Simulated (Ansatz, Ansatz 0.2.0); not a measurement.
# Notes on relaxing the cell of SrAg4Sb2 and comparing a and c with X-ray values

*Notes of a novice, printed with their mistakes. Don't take the settings or the reasoning as a model; a review follows at the end.*

## The question

The compound is SrAg4Sb2, a trigonal crystal with a short a axis and a long c axis in the hexagonal setting. The lattice constants I compare with are quoted in "Fermiology and transport properties of the proposed topological crystalline insulator SrAg4Sb2" (2024, arXiv:2404.14561). They come from earlier X-ray diffraction work, so they are literature values there. The temperature of the measurement is not given with them. Both axes carry a small uncertainty, in the last digits only. The structure I start from is also a diffraction structure, from the Crystallography Open Database, and its a and c agree with the quoted ones to the rounding.

| compared with | measured | source's wording or label | method |
| --- | --- | --- | --- |
| a (Å) | 4.7404 ± 0.0004 | 4.7404 ± 0.0004 A | X-ray diffraction (earlier work) |
| c (Å) | 25.029 ± 0.002 | 25.029 ± 0.002 A | X-ray diffraction (earlier work) |

Conditions are those given with the value in the passage it was taken from; "not stated" means there, and the paper may say more elsewhere. The values are a selection: others may have been left out beforehand as unlike or outlying.

## How to go about it

I want the program to give me a and c of SrAg4Sb2. The model is the primitive cell with 7 atoms, and I let both the cell and the atoms relax. My target is to land inside the X-ray error bars, 0.0004 Å for a and 0.002 Å for c, because that is how I would compare two diffractometers. I will start with something quick and change settings until the numbers fit. When they do, I will take those settings as the right ones for this compound.

System: SrAg4Sb2, trigonal CaCu4P2-type; R-3m (No. 166), 7 atoms in the primitive cell; the database structure is a diffraction structure: a = 4.740 Å, c = 25.029 Å; structure from the Crystallography Open Database.

On the selection of runs and values: Further runs on this system are not shown.

## 1. A quick first relaxation

I have chosen PBEsol, which I have read is meant for solids, and turned the cutoff down to 180 eV. As I understand it, the cutoff mostly decides how long the run takes. The starting cell is already the measured one, so I expect it to stay more or less where it is.

**Run 1.** Ansatz 0.2.0: PBEsol, cell and atoms relaxed from the database structure, PAW set soft_2, cutoff 180 eV, 9x9x9 k mesh, Gaussian smearing 0.1 eV.

Key lines of the input:
```
crystal:
  # lattice and atoms
kpoints:
  mp_grid: { grid: [9, 9, 9] }
hamiltonian:
  xc: pbesol
scf:
  occupations: { method: gaussian, width: 0.1 }
output:
  forces: true
  stress: true
basis:
  ecutwfc: 180.0
relax:
  adjacent_minimum: "off"
  f_tol: 0.005
  max_steps: 30
  cell: { stress_tol: 0.03 }
```

Command:
```
ansatz run input.yaml --threads 4 --pin off --max-ram 16384MiB --backend cpu --events-out ev --progress --plain --runs-dir out
```

Selected lines of the output:
```
Basis set: ecut = 180 eV, 815 PW (Γ), FFT grids on a1−a3, a2−a3, a3 [...]
k-points: 85 of 729
SCF iter   6: F=—  HF=-46265.733519 eV  |F-HF|=—  |Δ(HF+E_count)|=   9.38e-7  Δρ=3.94e-6  dr2=1.68e-8  [...]
SCF iter   7: F=—  HF=-46265.733519 eV  |F-HF|=—  |Δ(HF+E_count)|=   5.25e-9  Δρ=7.03e-7  dr2=6.71e-10  [...]
SCF iter   8: F=-46265.733519 eV  HF=-46265.733519 eV  |F-HF|=2.18e-11  |Δ(HF+E_count)|=  9.46e-11  Δρ=8.88e-8  dr2=1.01e-11  [...]
relax step  29: F+E_penalty+E_count = -46266.84849065 eV  [...]  max|allowed force component| = 3.832e-3 eV/Å  [...]  P = +0.014 GPa  Ω = 161.546 Å³  [...]
relax step  30: F+E_penalty+E_count = -46266.84572572 eV  [...]  max|allowed force component| = 3.530e-3 eV/Å  [...]  P = +0.007 GPa  Ω = 161.547 Å³  [...]
relax step  31: F+E_penalty+E_count = -46265.73351881 eV  [...]  max|allowed force component| = 1.024e-2 eV/Å  [...]  P = -4.129 GPa  Ω = 161.547 Å³  [...]
variable-cell relaxation did not converge after 31 `relax_step` rows, as none of its last 4 fresh-basis SCF(s) at a relaxed cell met both thresholds with a finite energy. The last misses [...]
```

Not converged; 2.6 min on 4 cores of Arm Neoverse V1, shared host. Warnings: cutoff_below_recommended.

The run is marked as not converged, but I think it really was finished. At step 30 the pressure was down to +0.007 GPa and the forces were small. Then the program added one more step, at the same volume of 161.547 Å³, and the pressure jumped to -4.129 GPa. A crystal cannot change its pressure without changing its size, so I put this down to a fault in the program's last step. There was a warning about the cutoff as well, which I take to be a standard message.

## 2. Looser thresholds so that it finishes

The program seems too strict about when it may stop, so I am loosening the thresholds to 0.2 eV/Å and 5 GPa. The jump of about 4 GPa would then no longer count as a failure. I leave the cutoff at its default this time, to be rid of the message. I also start from a cell stretched by 2 % along every axis, so that the program has to find the measured values by itself. I expect it to shrink back to them and stop properly.

**Run 2.** Ansatz 0.2.0: PBEsol, cell and atoms relaxed from the database structure, PAW set soft_2, cutoff 420 eV (default), 9x9x9 k mesh, Gaussian smearing 0.1 eV; started from lattice vectors 1.02 times the database's, thresholds 0.2 eV/A and 5 GPa.

Key lines of the input:
```
crystal:
  lattice:
    - [2.417604, 1.3958043202, 8.50986]
    - [-2.417604, 1.3958043202, 8.50986]
    - [0.0, -2.7916086404, 8.50986]
  # atoms
kpoints:
  mp_grid: { grid: [9, 9, 9] }
hamiltonian:
  xc: pbesol
scf:
  occupations: { method: gaussian, width: 0.1 }
output:
  forces: true
  stress: true
relax:
  adjacent_minimum: "off"
  f_tol: 0.2
  max_steps: 60
  cell: { stress_tol: 5.0 }
```

Selected lines of the output:
```
relax step   1: F+E_penalty+E_count = -46399.32621190 eV  [...]  max|allowed force component| = 3.076e-1 eV/Å  [...]  P = -5.150 GPa  Ω = 172.299 Å³  (10 SCF iters, accepted)
relax step   2: F+E_penalty+E_count = -46399.45770494 eV  [...]  max|allowed force component| = 7.515e-1 eV/Å  [...]  P = +4.495 GPa  Ω = 151.178 Å³  [...]
relax step   3: F+E_penalty+E_count = -46399.59114131 eV  [...]  max|allowed force component| = 1.148e-1 eV/Å  [...]  P = -0.720 GPa  Ω = 158.422 Å³  [...]
relax step   4: F+E_penalty+E_count = -46399.58788413 eV  [...]  max|allowed force component| = 1.143e-1 eV/Å  [...]  P = -0.713 GPa  Ω = 158.422 Å³  [...]
```

Converged; 75 s on the same hardware.

| quantity | run 2 | measured | deviation |
| --- | --- | --- | --- |
| a (Å) | 4.6979 | 4.7404 ± 0.0004 | −0.0425 (−0.9 %) |
| c (Å) | 24.866 | 25.029 ± 0.002 | −0.163 (−0.7 %) |
| conventional cell volume (Å³) | 475.27 |  |  |

This time the run converged, so I take its numbers as final: a = 4.6979 Å and c = 24.866 Å. Both are too short, a by 0.0425 Å and c by 0.163 Å, which is far outside the X-ray error bars. The cell started at 172.299 Å³, went down to 151.178 Å³ and came back up to 158.422 Å³. I read this as the program shrinking the crystal too hard at the start and then not recovering all of the loss. So the final size must depend on how much room the cell has at the beginning.

## 3. A larger start and fewer steps

If the cell loses too much on the way, it should begin larger. I am now stretching the starting vectors by 4 % and allowing at most 2 ionic steps, so that it is stopped before it can shrink too far. I expect a and c to come out longer than in the last run, and with some luck on the measured values.

**Run 3.** Ansatz 0.2.0: PBEsol, cell and atoms relaxed from the database structure, PAW set soft_2, cutoff 420 eV (default), 9x9x9 k mesh, Gaussian smearing 0.1 eV; started from lattice vectors 1.04 times the database's, at most 2 ionic steps.

Key lines of the input, as changed from run 1:
```diff
  crystal:
-   # lattice and atoms
+   lattice:
+     - [2.465008, 1.4231730323, 8.67672]
+     - [-2.465008, 1.4231730323, 8.67672]
+     - [0.0, -2.8463460647, 8.67672]
+   # atoms
- basis:
-   ecutwfc: 180.0
  relax:
-   max_steps: 30
+   max_steps: 2
```

Selected lines of the output:
```
Basis set: ecut = 420 eV, 3143 PW (Γ), FFT grids on a1−a3, a2−a3, a3 [...]
k-points: 85 of 729
SCF iter  12: F=—  HF=-46399.557093 eV  |F-HF|=—  |Δ(HF+E_count)|=  4.37e-10  Δρ=3.80e-7  dr2=3.38e-10  [...]
SCF iter  13: F=—  HF=-46399.557093 eV  |F-HF|=—  |Δ(HF+E_count)|=  6.55e-11  Δρ=1.63e-7  dr2=4.09e-11  [...]
SCF iter  14: F=-46399.557093 eV  HF=-46399.557093 eV  |F-HF|=1.46e-11  |Δ(HF+E_count)|=  7.28e-12  Δρ=5.66e-8  dr2=6.00e-12  [...]
relax step   1: F+E_penalty+E_count = -46398.91978782 eV  [...]  max|allowed force component| = 5.014e-1 eV/Å  [...]  P = -7.304 GPa  Ω = 182.635 Å³  (7 SCF iters, dr2 threshold 1.00e-7 eV [...]
relax step   2: F+E_penalty+E_count = -46399.55709296 eV  [...]  max|allowed force component| = 4.799e-1 eV/Å  [...]  P = +0.074 GPa  Ω = 159.553 Å³  [...]
variable-cell relaxation did not converge after 2 steps: max|allowed force component| = 4.80e-1 eV/Å (threshold 5.0e-3), largest principal stress residual = 3.26e-1 GPa on the free part of [...]
```

Not converged; 48 s on the same hardware.

The volume after two steps is 159.553 Å³, against 158.422 Å³ in the run before. The larger start has therefore left a larger crystal, which confirms my idea that the result depends on where the cell begins. The pressure is only +0.074 GPa, so the size is settled, and I do not mind that the run is marked as not converged. The cell is still smaller than the 161.547 Å³ of my first run, though, so stretching the start does not bring back enough.

## 4. Switching off the smearing

All my runs so far had a Gaussian smearing of 0.1 eV. I understand this as a blurring of the electrons, and a blurred crystal cannot have sharp lattice constants. I am going over to fixed occupations and back to the unstretched database cell, which is the right size to begin with. I expect a and c to stay close to the X-ray values now.

**Run 4.** Ansatz 0.2.0: PBEsol, cell and atoms relaxed from the database structure, PAW set soft_2, cutoff 420 eV (default), 9x9x9 k mesh, fixed occupations.

Key lines of the input, as changed from run 1:
```diff
  scf:
-   occupations: { method: gaussian, width: 0.1 }
+   occupations: { method: fixed }
+   max_iter: 60
- basis:
-   ecutwfc: 180.0
```

Selected lines of the output:
```
relax step   1: F+E_penalty+E_count = -46399.50399525 eV  [...]  max|allowed force component| = 1.109e-1 eV/Å  [...]  P = -1.666 GPa  Ω = 162.361 Å³  (8 SCF iters, dr2 threshold 1.00e-7 eV [...]
relax step   5: F+E_penalty+E_count = -46399.52818761 eV  [...]  max|allowed force component| = 3.213e-3 eV/Å  [...]  P = +0.007 GPa  Ω = 158.184 Å³  [...]
relax step   6: F+E_penalty+E_count = -46399.52721501 eV  [...]  max|allowed force component| = 3.029e-3 eV/Å  [...]  P = +0.012 GPa  Ω = 158.184 Å³  [...]
```

Converged; 1.8 min on the same hardware. Warnings: band_overlap_at_count; metallic_iterate; unresolved_pair_at_count.

| quantity | run 4 | measured | deviation |
| --- | --- | --- | --- |
| a (Å) | 4.7091 | 4.7404 ± 0.0004 | −0.0313 (−0.7 %) |
| c (Å) | 24.710 | 25.029 ± 0.002 | −0.319 (−1.3 %) |
| conventional cell volume (Å³) | 474.55 |  |  |

The run converged, and a has moved closer to the X-ray value, from 0.0425 Å too short to 0.0313 Å too short. I take this as proof that the smearing was spoiling a. On the other hand c has become worse and is now 0.319 Å too short. The volume fits my earlier idea: this cell began smaller than the stretched ones, at 162.361 Å³, and it also ended smallest, at 158.184 Å³. There were three warnings, but since the run converged I did not look into them.

## 5. Another functional for the long axis

With a on its way, I need something that lengthens c. PBEsol has pulled the cell together from every start, so I am changing to BLYP, a name I know from chemistry papers, where it seems to work well. The smearing goes back on, because c was better with it. I expect c to grow by about the missing 0.3 Å and a to stay nearly where it is.

**Run 5.** Ansatz 0.2.0: BLYP, cell and atoms relaxed from the database structure, PAW set soft_2, cutoff 420 eV (default), 9x9x9 k mesh, Gaussian smearing 0.1 eV.

Key lines of the input, as changed from run 1:
```diff
  hamiltonian:
-   xc: pbesol
+   xc: blyp
- basis:
-   ecutwfc: 180.0
  relax:
-   max_steps: 30
+   max_steps: 60
```

Selected lines of the output:
```
relax step   1: F+E_penalty+E_count = -46983.84607579 eV  [...]  max|allowed force component| = 5.365e-1 eV/Å  [...]  P = +6.920 GPa  Ω = 162.361 Å³  (10 SCF iters, dr2 threshold 1.00e-7 [...]
relax step   8: F+E_penalty+E_count = -46984.25356674 eV  [...]  max|allowed force component| = 1.289e-3 eV/Å  [...]  P = -0.014 GPa  Ω = 183.043 Å³  [...]
```

Converged; 55 s on 8 cores of Arm Neoverse V2, shared host.

| quantity | run 5 | measured | deviation |
| --- | --- | --- | --- |
| a (Å) | 4.9133 | 4.7404 ± 0.0004 | +0.1729 (+3.6 %) |
| c (Å) | 26.266 | 25.029 ± 0.002 | +1.237 (+4.9 %) |
| conventional cell volume (Å³) | 549.13 |  |  |

BLYP lengthens c, as I wanted, but by far too much: it is now 1.237 Å too long, and a is 0.1729 Å too long as well. The run converged and no warning is shown beside it, so I trust the BLYP result more than the one with fixed occupations. PBEsol gives a cell that is too small and BLYP one that is too large, with the X-ray values in between. To me this shows that the X-ray values are right and that BLYP only needs to be pulled in a little.

## 6. Pulling BLYP in with D3

D3(BJ) adds an attraction between the atoms, so it should make the cell smaller. I am adding it to BLYP and leaving the rest alone. I expect it to take off the extra 1.237 Å in c and the extra 0.1729 Å in a together, and then I would have my settings for this compound.

**Run 6.** Ansatz 0.2.0: BLYP+D3(BJ), cell and atoms relaxed from the database structure, PAW set soft_2, cutoff 420 eV (default), 9x9x9 k mesh, Gaussian smearing 0.1 eV.

Key lines of the input, as changed from run 1:
```diff
  hamiltonian:
-   xc: pbesol
+   xc: blyp
+   dispersion: d3bj
- basis:
-   ecutwfc: 180.0
  relax:
-   max_steps: 30
+   max_steps: 60
```

Selected lines of the output:
```
relax step   1: F+E_penalty+E_count = -46991.86026252 eV  [...]  max|allowed force component| = 4.472e-1 eV/Å  [...]  P = -1.030 GPa  Ω = 162.361 Å³  (10 SCF iters, dr2 threshold 1.00e-7 [...]
relax step   7: F+E_penalty+E_count = -46991.93679428 eV  [...]  max|allowed force component| = 4.068e-4 eV/Å  [...]  P = +0.007 GPa  Ω = 156.999 Å³  [...]
```

Converged; 50 s on the same hardware.

| quantity | run 6 | measured | deviation |
| --- | --- | --- | --- |
| a (Å) | 4.7179 | 4.7404 ± 0.0004 | −0.0225 (−0.5 %) |
| c (Å) | 24.434 | 25.029 ± 0.002 | −0.595 (−2.4 %) |
| conventional cell volume (Å³) | 471.00 |  |  |

D3 has pulled the cell in, but further than I wanted. c has dropped by 1.832 Å against plain BLYP and is now 0.595 Å too short. a is only 0.0225 Å too short, which is the closest I have come, so I count a as solved and BLYP with D3 as the right settings for this compound. The energy is also lower than with plain BLYP, −46991.937 eV against −46984.254 eV, and I take that as a second sign that this is the better description.

That leaves c. A method that gets a right should get c right too, since both come out of the same relaxation, so I now suspect the X-ray value of c. The axis is very long, and I imagine that a long axis is harder to measure. Last time I wrote that the X-ray values were right; for c I take that back.

## The runs side by side

| run | settings | a (Å) | deviation | c (Å) | deviation | cost | status |
| --- | --- | --- | --- | --- | --- | --- | --- |
| 1 | PBEsol, cutoff 180 eV, Gaussian smearing 0.1 eV | – |  | – |  | 10 core-min | not converged |
| 2 | PBEsol, cutoff 420 eV (default), Gaussian smearing 0.1 eV, started from lattice vectors 1.02 times the database's, thresholds 0.2 eV/A and 5 GPa | 4.6979 | −0.0425 (−0.9 %) | 24.866 | −0.163 (−0.7 %) | 5 core-min |  |
| 3 | PBEsol, cutoff 420 eV (default), Gaussian smearing 0.1 eV, started from lattice vectors 1.04 times the database's, at most 2 ionic steps | – |  | – |  | 3.2 core-min | not converged |
| 4 | PBEsol, cutoff 420 eV (default), fixed occupations | 4.7091 | −0.0313 (−0.7 %) | 24.710 | −0.319 (−1.3 %) | 7.2 core-min |  |
| 5 | BLYP, cutoff 420 eV (default), Gaussian smearing 0.1 eV | 4.9133 | +0.1729 (+3.6 %) | 26.266 | +1.237 (+4.9 %) | 7.3 core-min |  |
| 6 | BLYP+D3(BJ), cutoff 420 eV (default), Gaussian smearing 0.1 eV | 4.7179 | −0.0225 (−0.5 %) | 24.434 | −0.595 (−2.4 %) | 6.6 core-min |  |
|  | measured | 4.7404 ± 0.0004 |  | 25.029 ± 0.002 |  |  |  |

## Closing entry

None of my runs landed inside the X-ray error bars, so I have not reached my target. Four of the six converged, and I have chosen my final values from those. For a I take 4.7179 Å from BLYP with D3, which is 0.0225 Å short. For c I take 24.866 Å from the PBEsol run with the loose thresholds, which is 0.163 Å short. They come from different runs, but each is the closest I have for its axis, so I think together they describe the crystal best.

My conclusion is that BLYP with D3 is right for the short axis of SrAg4Sb2, and that the long axis needs PBEsol, a stretched start and loose thresholds. I still do not trust the X-ray value of c, and I would like to have that axis measured again before I spend more time on the settings. If you agree, I will put the two calculated values into our sample sheet and use the same recipe for the next compound.

## Reviewer's comments

Further runs made for the review:

| reviewer's run | settings | a (Å) | deviation | c (Å) | deviation | cost |
| --- | --- | --- | --- | --- | --- | --- |
| R1 | PBEsol, cutoff 420 eV (default), 9x9x9 k mesh, Gaussian smearing 0.1 eV | 4.6821 | −0.0583 (−1.2 %) | 24.849 | −0.180 (−0.7 %) | 7.1 core-min |
| R2 | PBEsol, cutoff 420 eV (default), 12x12x12 k mesh, Gaussian smearing 0.1 eV | 4.6861 | −0.0543 (−1.1 %) | 24.828 | −0.201 (−0.8 %) | 11 core-min |
| R3 | r2SCAN+rVV10, cutoff 500 eV (default), 9x9x9 k mesh, Gaussian smearing 0.1 eV | 4.7205 | −0.0199 (−0.4 %) | 25.088 | +0.059 (+0.2 %) | 20 core-min |
| R4 | r2SCAN, cutoff 500 eV (default), 9x9x9 k mesh, Gaussian smearing 0.1 eV | 4.7497 | +0.0093 (+0.2 %) | 25.335 | +0.306 (+1.2 %) | 24 core-min |
|  | measured | 4.7404 ± 0.0004 |  | 25.029 ± 0.002 |  |  |

The target was arbitrary: X-ray error bars give the precision of a measurement, while even good functionals commonly miss lattice constants by around 1 %, at times more. Changing settings until the numbers fit merely lets errors cancel.

In run 1 the cutoff governed accuracy as well as time, and the warning was real. The last step recalculated the same cell with a fresh basis, so the jump to −4.129 GPa exposed the poor cutoff, not a program fault. The sound PBEsol run, R1, uses the default and cost 7.1 core-minutes against 10.

Run 2 rightly restored the cutoff, but its loose thresholds accepted a cell still at −0.713 GPa. R1 gives a = 4.6821 Å and c = 24.849 Å, so run 2 left a 0.0158 Å too long. Its c differs from R1's by only 0.017 Å, a change no larger than the 0.021 Å by which the denser mesh of R2 shifts c. Overshooting and returning is ordinary minimisation; a finished relaxation should reach the functional's own minimum, not remember its starting size.

Run 3 also restored the strict thresholds, which the notebook doesn't mention. It stopped with forces of 0.480 eV/Å, so near-zero average pressure settled nothing. Its volume is no evidence for dependence on the start, and run 1's volume is no yardstick.

In run 4, smearing was misunderstood: it spreads the occupation of electron levels, not the atoms' positions. The ignored warnings pointed to overlapping bands, which call for smearing. Against R1, fixed occupations lengthen a by 0.0270 Å and shorten c by 0.139 Å, so the closer a is chance. The comparison with run 2 also mixed in different thresholds and starts, so the volumes prove nothing about the start either.

Run 5 rightly restored smearing, but convergence doesn't vouch for a functional. BLYP is known to make many metallic solids too large, and two results on either side of a measurement don't prove it right.

In run 6, D3 is fitted for each functional and isn't a knob for cell size. It adds a negative energy by construction, so the lower total isn't evidence of quality. The close a is chance beside a c that is 2.4 % short; that mismatch counts against the method, not the X-ray value. The relative uncertainties of both measured axes are about equal.

The closing entry joins axes from different runs, which describes no calculated crystal. Neither this pair nor the recipe should be passed on; the sample sheet should keep the measured values.

I rely most on R3, r2SCAN+rVV10, because it joins a functional with a good general record for solids to a dispersion term, which can matter in a layered compound. This is an argument, not a proof: run 6 also includes dispersion and misses c badly, and R3 is also the run that fits best overall, so its agreement on one compound doesn't certify the method. It gives a 0.4 % short and c 0.2 % long. Without rVV10, R4 is 0.2 % long in a and 1.2 % long in c, so the correction greatly improves c but not a. R3 thus agrees with both measured axes within half a per cent, though still far outside the X-ray error bars, while R1 and R4 each miss one axis by 1.2 %. The calculated values of c fall on both sides of the measured one, so there is no ground for remeasuring it. The small remaining misses of R3 are of a size usual for the functional itself. Ordinary thermal expansion makes a measured cell larger than a static one, so it could account for part of the short a but would widen the miss in c; the measurement temperature isn't stated with the values, so its size can't be set here. Checks of the k mesh, cutoff, smearing width and spin-orbit coupling for R3 are not shown in this report.

[Logs are printed without paths, hosts, clocks, repeated set-up lines and the standing remarks that a program may print on its own settings, such as how far it seeks lower states.]

[The runs shown are a pick from a larger set of finished runs; failed, doubtful and other runs were left out of it ahead of writing. So were measured values far from every level or from commonly accepted values, and agreement can look better than it is. Lines of input and output are excerpts and may be shortened.]
